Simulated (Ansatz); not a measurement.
# ScAl3N4 (wurtzite Al6Sc2N8): relaxing cell and atoms and relaxing the atoms, part 2 of 2

The task, for ScAl3N4 (wurtzite Al6Sc2N8): 6 runs in a chain (relaxing cell and atoms and relaxing the atoms).

Ansatz 0.2.0; DFT LDA, scalar-relativistic, plane waves, PAW. The steps go on from the part before.

**3. Relaxing the atoms**

It takes the final geometry of step 2.

The input, input.yaml:

```yaml
crystal:
  lattice:
    - [6.3959814654, -0.0171532389, 0.0]
    - [-3.2128458734, 5.5648122896, 0.0]
    - [0.0, 0.0, 4.9488734883]
  atoms:
    - { symbol: Al, position: [0.3348185684, 0.1638064834, 0.4983390642] }
    - { symbol: Al, position: [0.1692463842, 0.8346231921, -0.0046849059] }
    - { symbol: Al, position: [0.3348185684, 0.671012085, 0.4983390642] }
    - { symbol: Al, position: [0.6651814316, 0.3361935166, -0.0016609358] }
    - { symbol: Al, position: [0.6651814316, 0.828987915, -0.0016609358] }
    - { symbol: Al, position: [0.8307536158, 0.6653768079, 0.4953150941] }
    - { symbol: Sc, position: [0.1776907784, 0.3388453892, -0.0112157066] }
    - { symbol: Sc, position: [0.8223092216, 0.1611546108, 0.4887842934] }
    - { symbol: "N", position: [0.1822681956, 0.3411340978, 0.4137066912] }
    - { symbol: "N", position: [0.3452146363, 0.1544753666, 0.8765345349] }
    - { symbol: "N", position: [0.1648562691, 0.8324281346, 0.3804467231] }
    - { symbol: "N", position: [0.3452146363, 0.6907392697, 0.8765345349] }
    - { symbol: "N", position: [0.6547853637, 0.3455246334, 0.3765345349] }
    - { symbol: "N", position: [0.8177318044, 0.1588659022, 0.9137066912] }
    - { symbol: "N", position: [0.6547853637, 0.8092607303, 0.3765345349] }
    - { symbol: "N", position: [0.8351437309, 0.6675718654, 0.8804467231] }
scf:
  occupations: { method: fixed }
output:
  forces: true
  stress: true
  eigenvalues: true
  polarization: { axes: [b3], string_points: 12 }
hamiltonian:
  xc: lda
kpoints:
  mp_grid: { grid: [4, 4, 5] }
relax:
  f_tol: 0.004
```

The run is started by

```
$ ansatz run input.yaml --threads 4 --pin off --max-ram 12288MiB --backend cpu --events-out ev --progress --plain --runs-dir out
```

Standard output (excerpt; [...] marks lines left out):

```text
Warning: output.stress: scf.convergence.dr2_threshold = 1.6e-8 eV (the default of a walk held to its f_tol) is looser than the 1.6e-9 eV advised for a printed stress (1e-10 eV for each atom of the cell: 16). What an SCF threshold leaves in a stress goes as its square root, and in the free [...]
Warning: RAYON_NUM_THREADS=4 ignored (pool sized by the plan → 4); use --threads N
[...]
Pseudopotentials: kind: paw
Pseudopotential: Al, paw, valence charge 3, recommended cutoff 420 eV (normal), Al.paw.azcp
Pseudopotential: Sc, paw, valence charge 11, recommended cutoff 420 eV (normal), Sc.paw.azcp
Pseudopotential: N, paw, valence charge 5, recommended cutoff 420 eV (normal), N.paw.azcp
Functional definition: SPW92
[...]
Crystal: 16 atoms, lattice volume = 175.870 Å³
Basis set: ecut = 420 eV, 3461 PW (Γ)
Bands: 56, of which v1, the nominal top of the filled ones, is band 40 counted from 1 (39 counted from 0)
Symmetry: 4 space group operations
Space group: Cmc21 (ITA 36), of the structure as read, at distance tolerance 5.6e-5 Å
[...]
    - { symbol: N, position: [0.16485626909999995, 0.8324281345499998, 0.3804467231] }
    - { symbol: N, position: [0.34521463629999993, 0.6907392696999999, 0.8765345349] }
    - { symbol: N, position: [0.6547853636999998, 0.34552463339999995, 0.3765345349] }
    - { symbol: N, position: [0.8177318043999998, 0.15886590219999996, 0.9137066912000001] }
    - { symbol: N, position: [0.6547853636999998, 0.8092607302999998, 0.3765345349] }
    - { symbol: N, position: [0.8351437308999999, 0.6675718654499999, 0.8804467231] }
--- Formal polarisation (Berry phase): one branch of a lattice of values; only differences between neighbouring runs are physical ---
  axis  mesh            electronic          ionic      p = total  spread (rad)  least overlap  resolved gap  δp at fixed H ≤   (phases in cycles; p mod 1; gap in eV; gap and δp judge the states as solved, not the mesh's step, its correction or the SCF's stop)
  b3    4×4×12         -0.57367152    35.17743863    34.60376711      0.192531         0.9838        3.6459           4.5e-6
  quantum along a1:   0.03636785 e/Å² =    58.267725 µC/cm²
  quantum along a2:   0.03653666 e/Å² =    58.538176 µC/cm²
  quantum along a3:   0.02813943 e/Å² =    45.084333 µC/cm²
```

Run time: 20 s. Hardware: 4 threads of Intel Xeon Platinum 8259CL at 2.50GHz (Skylake/Cascade Lake), shared host; peak memory 0.99 GiB.

Relaxation path:

```csv
step,energy from step 1 (eV/cell),largest force component (eV/Å)
1,0.0000,0.0013
2,0.0000,0.0013
```

Step 1 is the start.

**4. Relaxing the atoms**

It takes the final geometry of step 3: the cell is strained.

input.yaml, as its differences from that of step 3:

```diff
@@ -4,3 +4,3 @@
     - [-3.2128458734, 5.5648122896, 0.0]
-    - [0.0, 0.0, 4.9488734883]
+    - [0.0, 0.0, 4.9736178557]
   atoms:
@@ -16,3 +16,3 @@
     - { symbol: "N", position: [0.3452146363, 0.1544753666, 0.8765345349] }
-    - { symbol: "N", position: [0.1648562691, 0.8324281346, 0.3804467231] }
+    - { symbol: "N", position: [0.1648562691, 0.8324281345, 0.3804467231] }
     - { symbol: "N", position: [0.3452146363, 0.6907392697, 0.8765345349] }
```

The run is started by

```
$ ansatz run input.yaml --threads 4 --pin off --max-ram 12288MiB --backend cpu --events-out ev --progress --plain --runs-dir out
```

Standard output (excerpt; [...] marks lines left out):

```text
Warning: output.stress: scf.convergence.dr2_threshold = 1.6e-8 eV (the default of a walk held to its f_tol) is looser than the 1.6e-9 eV advised for a printed stress (1e-10 eV for each atom of the cell: 16). What an SCF threshold leaves in a stress goes as its square root, and in the free [...]
Warning: RAYON_NUM_THREADS=4 ignored (pool sized by the plan → 4); use --threads N
[...]
Pseudopotentials: kind: paw
Pseudopotential: Al, paw, valence charge 3, recommended cutoff 420 eV (normal), Al.paw.azcp
Pseudopotential: Sc, paw, valence charge 11, recommended cutoff 420 eV (normal), Sc.paw.azcp
Pseudopotential: N, paw, valence charge 5, recommended cutoff 420 eV (normal), N.paw.azcp
Functional definition: SPW92
[...]
Crystal: 16 atoms, lattice volume = 176.749 Å³
Basis set: ecut = 420 eV, 3469 PW (Γ)
Bands: 56, of which v1, the nominal top of the filled ones, is band 40 counted from 1 (39 counted from 0)
Symmetry: 4 space group operations
Space group: Cmc21 (ITA 36), of the structure as read, at distance tolerance 5.6e-5 Å
[...]
    - { symbol: N, position: [0.16490474506807956, 0.8324523725340396, 0.37979999394379843] }
    - { symbol: N, position: [0.34518807562524656, 0.6905871632367575, 0.8758226445651551] }
    - { symbol: N, position: [0.6548119243747534, 0.345399087611511, 0.3758226445651553] }
    - { symbol: N, position: [0.8178344883403761, 0.1589172441701881, 0.9130244614884327] }
    - { symbol: N, position: [0.6548119243747532, 0.809412836763242, 0.3758226445651553] }
    - { symbol: N, position: [0.8350952549319204, 0.6675476274659601, 0.8797999939437986] }
--- Formal polarisation (Berry phase): one branch of a lattice of values; only differences between neighbouring runs are physical ---
  axis  mesh            electronic          ionic      p = total  spread (rad)  least overlap  resolved gap  δp at fixed H ≤   (phases in cycles; p mod 1; gap in eV; gap and δp judge the states as solved, not the mesh's step, its correction or the SCF's stop)
  b3    4×4×12         -0.55735218    35.18788224    34.63053006      0.194484         0.9840        3.6764           4.5e-6
  quantum along a1:   0.03618692 e/Å² =    57.977836 µC/cm²
  quantum along a2:   0.03635488 e/Å² =    58.246942 µC/cm²
  quantum along a3:   0.02813943 e/Å² =    45.084333 µC/cm²
```

Run time: 33 s. Hardware: 4 threads of Intel Xeon Platinum 8259CL at 2.50GHz (Skylake/Cascade Lake), shared host; peak memory 1 GiB.

Relaxation path:

| step | E - E(step 1) (eV/cell) | largest force component (eV/Å) |
| --- | --- | --- |
| 1 | 0.0000 | 0.0813 |
| 2 | -0.0010 | 0.0589 |
| 3 | -0.0020 | 0.0125 |
| 4 | -0.0020 | 0.0091 |
| 5 | -0.0020 | 0.0003 |

Step 1 is the start.

**5. Relaxing the atoms**

It takes the final geometry of step 3: the cell is strained.

input.yaml, as its differences from that of step 4:

```diff
@@ -4,3 +4,3 @@
     - [-3.2128458734, 5.5648122896, 0.0]
-    - [0.0, 0.0, 4.9736178557]
+    - [0.0, 0.0, 4.9241291209]
   atoms:
```

The run is started by

```
$ ansatz run input.yaml --threads 4 --pin off --max-ram 12288MiB --backend cpu --events-out ev --progress --plain --runs-dir out
```

Standard output (excerpt; [...] marks lines left out):

```text
Warning: output.stress: scf.convergence.dr2_threshold = 1.6e-8 eV (the default of a walk held to its f_tol) is looser than the 1.6e-9 eV advised for a printed stress (1e-10 eV for each atom of the cell: 16). What an SCF threshold leaves in a stress goes as its square root, and in the free [...]
Warning: RAYON_NUM_THREADS=4 ignored (pool sized by the plan → 4); use --threads N
[...]
Pseudopotentials: kind: paw
Pseudopotential: Al, paw, valence charge 3, recommended cutoff 420 eV (normal), Al.paw.azcp
Pseudopotential: Sc, paw, valence charge 11, recommended cutoff 420 eV (normal), Sc.paw.azcp
Pseudopotential: N, paw, valence charge 5, recommended cutoff 420 eV (normal), N.paw.azcp
Functional definition: SPW92
[...]
Crystal: 16 atoms, lattice volume = 174.990 Å³
Basis set: ecut = 420 eV, 3457 PW (Γ)
Bands: 56, of which v1, the nominal top of the filled ones, is band 40 counted from 1 (39 counted from 0)
Symmetry: 4 space group operations
Space group: Cmc21 (ITA 36), of the structure as read, at distance tolerance 5.6e-5 Å
[...]
    - { symbol: N, position: [0.16481542914787956, 0.8324077145739397, 0.3811131842856067] }
    - { symbol: N, position: [0.345209671668201, 0.6908795081725903, 0.8772711884420152] }
    - { symbol: N, position: [0.654790328331799, 0.34566983650438937, 0.3772711884420153] }
    - { symbol: N, position: [0.8175711610338487, 0.15878558051692446, 0.9143909616375735] }
    - { symbol: N, position: [0.6547903283317988, 0.8091204918274092, 0.3772711884420153] }
    - { symbol: N, position: [0.8351845708521206, 0.6675922854260602, 0.8811131842856069] }
--- Formal polarisation (Berry phase): one branch of a lattice of values; only differences between neighbouring runs are physical ---
  axis  mesh            electronic          ionic      p = total  spread (rad)  least overlap  resolved gap  δp at fixed H ≤   (phases in cycles; p mod 1; gap in eV; gap and δp judge the states as solved, not the mesh's step, its correction or the SCF's stop)
  b3    4×4×12         -0.59115720    35.16711445    34.57595725      0.190406         0.9837        3.6134           4.7e-6
  quantum along a1:   0.03655061 e/Å² =    58.560527 µC/cm²
  quantum along a2:   0.03672026 e/Å² =    58.832338 µC/cm²
  quantum along a3:   0.02813943 e/Å² =    45.084333 µC/cm²
```

It took 31 s on 4 threads of Intel Xeon Platinum 8259CL at 2.50GHz (Skylake/Cascade Lake), shared host; peak memory 0.99 GiB.

Step by step:

| step | energy from step 1 (eV/cell) | largest force component (eV/Å) |
| --- | --- | --- |
| 1 | 0.0000 | 0.0867 |
| 2 | -0.0011 | 0.0626 |
| 3 | -0.0021 | 0.0099 |
| 4 | -0.0021 | 0.0075 |
| 5 | -0.0021 | 0.0003 |

Step 1 is the start.

**6. Relaxing the atoms**

It takes the final geometry of step 3: the cell is strained.

input.yaml, as its differences from that of step 5:

```diff
@@ -2,5 +2,5 @@
   lattice:
-    - [6.3959814654, -0.0171532389, 0.0]
-    - [-3.2128458734, 5.5648122896, 0.0]
-    - [0.0, 0.0, 4.9241291209]
+    - [6.4279613727, -0.0172390051, 0.0]
+    - [-3.2289101028, 5.592636351, 0.0]
+    - [0.0, 0.0, 4.9488734883]
   atoms:
```

The run is started by

```
$ ansatz run input.yaml --threads 4 --pin off --max-ram 12288MiB --backend cpu --events-out ev --progress --plain --runs-dir out
```

Standard output (excerpt; [...] marks lines left out):

```text
Warning: output.stress: scf.convergence.dr2_threshold = 1.6e-8 eV (the default of a walk held to its f_tol) is looser than the 1.6e-9 eV advised for a printed stress (1e-10 eV for each atom of the cell: 16). What an SCF threshold leaves in a stress goes as its square root, and in the free [...]
Warning: RAYON_NUM_THREADS=4 ignored (pool sized by the plan → 4); use --threads N
[...]
Pseudopotentials: kind: paw
Pseudopotential: Al, paw, valence charge 3, recommended cutoff 420 eV (normal), Al.paw.azcp
Pseudopotential: Sc, paw, valence charge 11, recommended cutoff 420 eV (normal), Sc.paw.azcp
Pseudopotential: N, paw, valence charge 5, recommended cutoff 420 eV (normal), N.paw.azcp
Functional definition: SPW92
[...]
Crystal: 16 atoms, lattice volume = 177.633 Å³
Basis set: ecut = 420 eV, 3473 PW (Γ)
Bands: 56, of which v1, the nominal top of the filled ones, is band 40 counted from 1 (39 counted from 0)
Symmetry: 4 space group operations
Space group: Cmc21 (ITA 36), of the structure as read, at distance tolerance 5.6e-5 Å
[...]
    - { symbol: N, position: [0.16496582101733942, 0.8324829105086695, 0.38091871867697263] }
    - { symbol: N, position: [0.34507003817620857, 0.6905562762403563, 0.8771934474842393] }
    - { symbol: N, position: [0.6549299618237914, 0.3454862380641478, 0.37719344748423944] }
    - { symbol: N, position: [0.8175428678099902, 0.1587714339049951, 0.9139447776589282] }
    - { symbol: N, position: [0.6549299618237914, 0.8094437237596436, 0.37719344748423944] }
    - { symbol: N, position: [0.8350341789826607, 0.6675170894913303, 0.8809187186769728] }
--- Formal polarisation (Berry phase): one branch of a lattice of values; only differences between neighbouring runs are physical ---
  axis  mesh            electronic          ionic      p = total  spread (rad)  least overlap  resolved gap  δp at fixed H ≤   (phases in cycles; p mod 1; gap in eV; gap and δp judge the states as solved, not the mesh's step, its correction or the SCF's stop)
  b3    4×4×12         -0.57962306    35.16680643    34.58718337      0.187563         0.9834        3.6036           4.7e-6
  quantum along a1:   0.03618692 e/Å² =    57.977836 µC/cm²
  quantum along a2:   0.03635488 e/Å² =    58.246942 µC/cm²
  quantum along a3:   0.02786013 e/Å² =    44.636849 µC/cm²
```

It took 33 s on 4 threads of Intel Xeon Platinum 8259CL at 2.50GHz (Skylake/Cascade Lake), shared host; peak memory 1 GiB.

Relaxation path:

```
step  energy from step 1 (eV/cell)  largest force component (eV/Å)
   1                        0.0000                          0.0706
   2                       -0.0007                          0.0461
   3                       -0.0013                          0.0091
   4                       -0.0013                          0.0080
   5                       -0.0013                          0.0003
```

Step 1 is the start.

**7. Relaxing the atoms**

It takes the final geometry of step 3: the cell is strained.

input.yaml, as its differences from that of step 6:

```diff
@@ -2,4 +2,4 @@
   lattice:
-    - [6.4279613727, -0.0172390051, 0.0]
-    - [-3.2289101028, 5.592636351, 0.0]
+    - [6.3640015581, -0.0170674727, 0.0]
+    - [-3.1967816441, 5.5369882281, 0.0]
     - [0.0, 0.0, 4.9488734883]
```

The run is started by

```
$ ansatz run input.yaml --threads 4 --pin off --max-ram 12288MiB --backend cpu --events-out ev --progress --plain --runs-dir out
```

Standard output (excerpt; [...] marks lines left out):

```text
Warning: output.stress: scf.convergence.dr2_threshold = 1.6e-8 eV (the default of a walk held to its f_tol) is looser than the 1.6e-9 eV advised for a printed stress (1e-10 eV for each atom of the cell: 16). What an SCF threshold leaves in a stress goes as its square root, and in the free [...]
Warning: RAYON_NUM_THREADS=4 ignored (pool sized by the plan → 4); use --threads N
[...]
Pseudopotentials: kind: paw
Pseudopotential: Al, paw, valence charge 3, recommended cutoff 420 eV (normal), Al.paw.azcp
Pseudopotential: Sc, paw, valence charge 11, recommended cutoff 420 eV (normal), Sc.paw.azcp
Pseudopotential: N, paw, valence charge 5, recommended cutoff 420 eV (normal), N.paw.azcp
Functional definition: SPW92
[...]
Crystal: 16 atoms, lattice volume = 174.115 Å³
Basis set: ecut = 420 eV, 3433 PW (Γ)
Bands: 56, of which v1, the nominal top of the filled ones, is band 40 counted from 1 (39 counted from 0)
Symmetry: 4 space group operations
Space group: Cmc21 (ITA 36), of the structure as read, at distance tolerance 5.6e-5 Å
[...]
    - { symbol: N, position: [0.1647490225600053, 0.8323745112800025, 0.37993041692212354] }
    - { symbol: N, position: [0.3453480776070153, 0.690926985820258, 0.8758443957974037] }
    - { symbol: N, position: [0.6546519223929845, 0.34557890821324283, 0.37584439579740375] }
    - { symbol: N, position: [0.8179030992413516, 0.1589515496206759, 0.9134639829965816] }
    - { symbol: N, position: [0.6546519223929845, 0.8090730141797418, 0.37584439579740375] }
    - { symbol: N, position: [0.8352509774399948, 0.6676254887199973, 0.8799304169221237] }
--- Formal polarisation (Berry phase): one branch of a lattice of values; only differences between neighbouring runs are physical ---
  axis  mesh            electronic          ionic      p = total  spread (rad)  least overlap  resolved gap  δp at fixed H ≤   (phases in cycles; p mod 1; gap in eV; gap and δp judge the states as solved, not the mesh's step, its correction or the SCF's stop)
  b3    4×4×12         -0.56700239    35.18856655    34.62156415      0.197763         0.9843        3.6870           4.5e-6
  quantum along a1:   0.03655061 e/Å² =    58.560527 µC/cm²
  quantum along a2:   0.03672026 e/Å² =    58.832338 µC/cm²
  quantum along a3:   0.02842295 e/Å² =    45.538581 µC/cm²
```

Run time: 39 s. Hardware: 4 threads of Intel Xeon Platinum 8259CL at 2.50GHz (Skylake/Cascade Lake), shared host; peak memory 0.96 GiB.

Step by step:

```csv
step,energy from step 1 (eV/cell),largest force component (eV/Å)
1,0.0000,0.0786
2,-0.0008,0.0504
3,-0.0015,0.0080
4,-0.0015,0.0080
5,-0.0015,0.0080
6,-0.0015,0.0080
7,-0.0015,0.0008
```

Step 1 is the start. Steps 4, 6 were tried and not accepted.

**8. The runs side by side**

The summary covers parts 1 to 2.

```
step  volume (Å³/atom)  pressure (GPa)  energy above the lowest (meV/atom)  gap on the mesh (eV)  time
   2             10.99             0.0                                 0.0                  3.59  42 s
   3             10.99             0.0                                 0.0                  3.59  20 s
   4             11.05            -0.8                                 0.2                  3.64  33 s
   5             10.94             0.9                                 0.2                  3.54  31 s
   6             11.10            -2.0                                 0.8                  3.52  33 s
   7             10.88             2.1                                 0.8                  3.66  39 s
```

| quantity | value |
| --- | --- |
| relaxed cell, step 2 (conventional) | a = 6.426 Å, b = 11.061 Å, c = 4.949 Å, α = 90.00°, β = 90.00°, γ = 90.00° |

In words: The values hold for the settings typed; their convergence was not tested in this session.

These are semilocal Kohn-Sham gaps, which aren't the measured quantity. Such gaps usually fall short of the measured ones.
